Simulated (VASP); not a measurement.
Set up this calculation in VASP 6.6.1, as the native input.

```yaml
Task: single point
Functional: LDA
Potentials_or_basis: VASP PAW LDA potentials, release 64 (Si)
Cutoff: 520 eV
k_mesh: 11 × 10 × 6
Occupations: gaussian, width 0.02 eV
Spin: no spin polarisation
Further_INCAR_settings: ALGO = Fast; EDIFF = 1e-06
```

The structure of Si lies in POSCAR:

```
Si
1.0
    0.0000000000      0.0000000000      2.4663543900
    2.6205428100      0.0000000000      0.0000000000
    0.0000000000      4.5389133000      0.0000000000
Si
2
Direct
    0.8650043700      0.0204068500      0.9092805900
    0.1349956300      0.4795931500      0.5907194100
```

This isn't the form of Si at room conditions, which is diamond.

The cell isn't the ideal one: all atoms moved at random, sigma 0.4 Å a component.

One way to write it, as run:

INCAR

```
PREC = Accurate
ENCUT = 520
EDIFF = 1E-6
ISMEAR = 0
SIGMA = 0.02
LREAL = False
LASPH = True
NELM = 60
ALGO = Fast
ISIF = 2
LWAVE = False
LCHARG = False
GGA = CA
```

KPOINTS

```
Automatic mesh
0
Gamma
  11 10 6
```

Potentials or basis: VASP PAW LDA potentials, release 64 (Si).

Run with:

```bash
$ cat potpaw_LDA.64/Si/POTCAR > POTCAR
$ mpirun -np 1 vasp_std > vasp.out
```

Results of the run:

```yaml
Pressure: 37.6 GPa
Largest_force: 7.719 eV/Å
Band_gap_on_the_k_mesh: none (metal or under the smearing width)
```

Caveat: a pressure of tens of GPa on the cell as given is suspect, and the run, the potentials or the cell itself is likely at fault; forces of over 1 eV/Å show positions far from the minimum, so gaps and moduli don't describe the material at rest.

Wall time 25 s on 1 thread of Intel(R) Xeon(R) 6975P-C (Granite Rapids), on a shared host, peak memory 0.17 GiB.
